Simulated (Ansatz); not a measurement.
# HfN: the cost of one run

Program: Ansatz 0.2.0. Level of theory: DFT PBE, scalar-relativistic, plane waves, PAW. These are calculated values, not measurements.

### 1 The system as given

It takes space group P6_3/mmc (No. 194, hexagonal). The conventional cell has a = 3.134 Å, b = 3.134 Å, c = 5.417 Å, α = 90.00°, β = 90.00°, γ = 120.00°. Hf (site symmetry -6m2) has 6 N at 2.26 Å as nearest neighbours. N (site symmetry -3m) is surrounded by 6 Hf at 2.26 Å.

As a file:

```cif
data_structure
_symmetry_space_group_name_H-M 'P 1'
_symmetry_Int_Tables_number 1
_cell_length_a 7.6685
_cell_length_b 7.6685
_cell_length_c 10.8505
_cell_angle_alpha 110.648
_cell_angle_beta 110.648
_cell_angle_gamma 90.120
_cell_volume 552.87
loop_
_atom_site_label
_atom_site_type_symbol
_atom_site_fract_x
_atom_site_fract_y
_atom_site_fract_z
_atom_site_occupancy
Hf1 Hf 0.54167 0.20833 0.00000 1
Hf2 Hf 0.04167 0.70833 0.00000 1
Hf3 Hf 0.87500 0.04167 0.16667 1
Hf4 Hf 0.37500 0.54167 0.16667 1
Hf5 Hf 0.20833 0.87500 0.33333 1
Hf6 Hf 0.70833 0.37500 0.33333 1
Hf7 Hf 0.54167 0.70833 0.50000 1
Hf8 Hf 0.04167 0.20833 0.50000 1
Hf9 Hf 0.87500 0.54167 0.66667 1
Hf10 Hf 0.37500 0.04167 0.66667 1
Hf11 Hf 0.20833 0.37500 0.83333 1
Hf12 Hf 0.70833 0.87500 0.83333 1
Hf13 Hf 0.95833 0.29167 0.00000 1
Hf14 Hf 0.45833 0.79167 0.00000 1
Hf15 Hf 0.29167 0.12500 0.16667 1
Hf16 Hf 0.79167 0.62500 0.16667 1
Hf17 Hf 0.62500 0.95833 0.33333 1
Hf18 Hf 0.12500 0.45833 0.33333 1
Hf19 Hf 0.95833 0.79167 0.50000 1
Hf20 Hf 0.45833 0.29167 0.50000 1
Hf21 Hf 0.29167 0.62500 0.66667 1
Hf22 Hf 0.79167 0.12500 0.66667 1
Hf23 Hf 0.62500 0.45833 0.83333 1
Hf24 Hf 0.12500 0.95833 0.83333 1
N1 N 0.00000 0.00000 0.00000 1
N2 N 0.50000 0.50000 0.00000 1
N3 N 0.33333 0.83333 0.16667 1
N4 N 0.83333 0.33333 0.16667 1
N5 N 0.66667 0.66667 0.33333 1
N6 N 0.16667 0.16667 0.33333 1
N7 N 0.00000 0.50000 0.50000 1
N8 N 0.50000 0.00000 0.50000 1
N9 N 0.33333 0.33333 0.66667 1
N10 N 0.83333 0.83333 0.66667 1
N11 N 0.66667 0.16667 0.83333 1
N12 N 0.16667 0.66667 0.83333 1
N13 N 0.25000 0.25000 0.00000 1
N14 N 0.75000 0.75000 0.00000 1
N15 N 0.58333 0.08333 0.16667 1
N16 N 0.08333 0.58333 0.16667 1
N17 N 0.91667 0.91667 0.33333 1
N18 N 0.41667 0.41667 0.33333 1
N19 N 0.25000 0.75000 0.50000 1
N20 N 0.75000 0.25000 0.50000 1
N21 N 0.58333 0.58333 0.66667 1
N22 N 0.08333 0.08333 0.66667 1
N23 N 0.91667 0.41667 0.83333 1
N24 N 0.41667 0.91667 0.83333 1
```

The runs take a perfect supercell of 48 atoms; the defect goes to fractional position (0.000, 0.000, 0.000).

### 2 The perfect supercell

File input.yaml:

```yaml
crystal:
  lattice:
    - [-4.700862, 2.714044, 5.416768]
    - [4.700862, -2.714044, 5.416768]
    - [4.700862, 8.142132, -5.416767]
  atoms:
    - { symbol: Hf, position: [0.541667, 0.208333, 0.0] }
    - { symbol: Hf, position: [0.041667, 0.708333, 0.0] }
    - { symbol: Hf, position: [0.875, 0.041666, 0.166667] }
    - { symbol: Hf, position: [0.375, 0.541666, 0.166667] }
    - { symbol: Hf, position: [0.208334, 0.875, 0.333333] }
    - { symbol: Hf, position: [0.708334, 0.375, 0.333333] }
    - { symbol: Hf, position: [0.541667, 0.708333, 0.5] }
    - { symbol: Hf, position: [0.041667, 0.208333, 0.5] }
    - { symbol: Hf, position: [0.875, 0.541666, 0.666667] }
    - { symbol: Hf, position: [0.375, 0.041666, 0.666667] }
    - { symbol: Hf, position: [0.208334, 0.375, 0.833333] }
    - { symbol: Hf, position: [0.708334, 0.875, 0.833333] }
    - { symbol: Hf, position: [0.958333, 0.291667, 0.0] }
    - { symbol: Hf, position: [0.458333, 0.791667, 0.0] }
    - { symbol: Hf, position: [0.291666, 0.125, 0.166667] }
    - { symbol: Hf, position: [0.791666, 0.625, 0.166667] }
    - { symbol: Hf, position: [0.625, 0.958334, 0.333333] }
    - { symbol: Hf, position: [0.125, 0.458334, 0.333333] }
    - { symbol: Hf, position: [0.958333, 0.791667, 0.5] }
    - { symbol: Hf, position: [0.458333, 0.291667, 0.5] }
    - { symbol: Hf, position: [0.291666, 0.625, 0.666667] }
    - { symbol: Hf, position: [0.791666, 0.125, 0.666667] }
    - { symbol: Hf, position: [0.625, 0.458334, 0.833333] }
    - { symbol: Hf, position: [0.125, 0.958334, 0.833333] }
    - { symbol: "N", position: [0.0, 0.0, 0.0] }
    - { symbol: "N", position: [0.5, 0.5, 0.0] }
    - { symbol: "N", position: [0.333333, 0.833333, 0.166667] }
    - { symbol: "N", position: [0.833333, 0.333333, 0.166667] }
    - { symbol: "N", position: [0.666667, 0.666667, 0.333333] }
    - { symbol: "N", position: [0.166667, 0.166667, 0.333333] }
    - { symbol: "N", position: [0.0, 0.5, 0.5] }
    - { symbol: "N", position: [0.5, 0.0, 0.5] }
    - { symbol: "N", position: [0.333333, 0.333333, 0.666667] }
    - { symbol: "N", position: [0.833333, 0.833333, 0.666667] }
    - { symbol: "N", position: [0.666667, 0.166667, 0.833333] }
    - { symbol: "N", position: [0.166667, 0.666667, 0.833333] }
    - { symbol: "N", position: [0.25, 0.25, 0.0] }
    - { symbol: "N", position: [0.75, 0.75, 0.0] }
    - { symbol: "N", position: [0.583333, 0.083333, 0.166667] }
    - { symbol: "N", position: [0.083333, 0.583333, 0.166667] }
    - { symbol: "N", position: [0.916667, 0.916667, 0.333333] }
    - { symbol: "N", position: [0.416667, 0.416667, 0.333333] }
    - { symbol: "N", position: [0.25, 0.75, 0.5] }
    - { symbol: "N", position: [0.75, 0.25, 0.5] }
    - { symbol: "N", position: [0.583333, 0.583333, 0.666667] }
    - { symbol: "N", position: [0.083333, 0.083333, 0.666667] }
    - { symbol: "N", position: [0.916667, 0.416667, 0.833333] }
    - { symbol: "N", position: [0.416667, 0.916667, 0.833333] }
basis:
  ecutwfc: 420
  fft_grid_basis: typed
kpoints:
  mp_grid: { grid: [2, 2, 2] }
hamiltonian:
  xc: pbe
  pseudopotentials: { kind: paw }
scf:
  occupations: { method: gaussian, width: 0.05 }
output:
  forces: true
  stress: false
  eigenvalues: true
  bader: false
  write_density: true
  volumetric_format: npy
```

Launch:

```bash
> ansatz run input.yaml --threads 8 --pin off --max-ram 16384MiB --backend cpu --events-out ev --progress --plain --runs-dir out
```

What time and memory should one allow on 8 threads of Arm Neoverse V2, shared host?

About 14 s, with a peak of 5.2 GiB.
